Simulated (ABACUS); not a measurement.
# CaSe under changes of volume

One of the cells (25.829 Å³/atom); the others are scaled copies at fixed shape and fractional positions:

```
Se Ca
1.0
     0.00000    2.95600    2.95600
     2.95600    0.00000    2.95600
     2.95600    2.95600    0.00000
Se Ca
1 1
Direct
  0.50000 0.50000 0.50000
  0.00000 0.00000 0.00000
```

| Item | Value |
| --- | --- |
| Program | ABACUS 3.10.1 |
| Functional | PBEsol |
| Potentials or basis | PseudoDojo NC SR 0.4.1 PBEsol standard |
| Cutoff | 1184 eV |
| Density cutoff | 4735 eV |
| Basis | plane waves |
| k mesh | 8 × 8 × 8 |
| Occupations | fermi-dirac, width 0.05 eV |
| Spin | no spin polarisation |

| volume (Å³/atom) | energy over the lowest point (meV/atom) | pressure (GPa) | gap on the mesh (eV) |
| --- | --- | --- | --- |
| 24.280 | 6.32 | 2.2 | 1.77 |
| 24.796 | 1.28 | 1.0 | 1.83 |
| 25.313 | 0.00 | -0.1 | 1.89 |
| 25.829 | 2.11 | -1.1 | 1.94 |
| 26.346 | ? | ? | ? |
| 26.863 | 15.19 | -2.8 | 2.03 |
| 27.379 | 25.57 | -3.6 | 2.07 |

Task: What does the run at 26.346 Å³/atom give?

Result: Energy over the lowest point 7.28 meV/atom; pressure -2.0 GPa; gap on the mesh 1.98 eV.

Worked out: A Birch-Murnaghan fit of order 3 (a polynomial in V^(-2/3)) to the other rows has its minimum at 25.24 Å³/atom with B0 = V·E''(V) = 52 GPa and B' = 4.1. It gives 7.27 meV/atom at 26.346 Å³/atom, against the run's 7.28, and -dE/dV = -2.0 GPa, against -2.0. A straight line through the other rows of the gap, of slope 2.48 eV per unit of ln V, gives 1.98 eV, against the run's 1.98.

Energies are extrapolated to zero smearing.

A mesh can miss the band edges. Spin-orbit coupling on Se is left out.
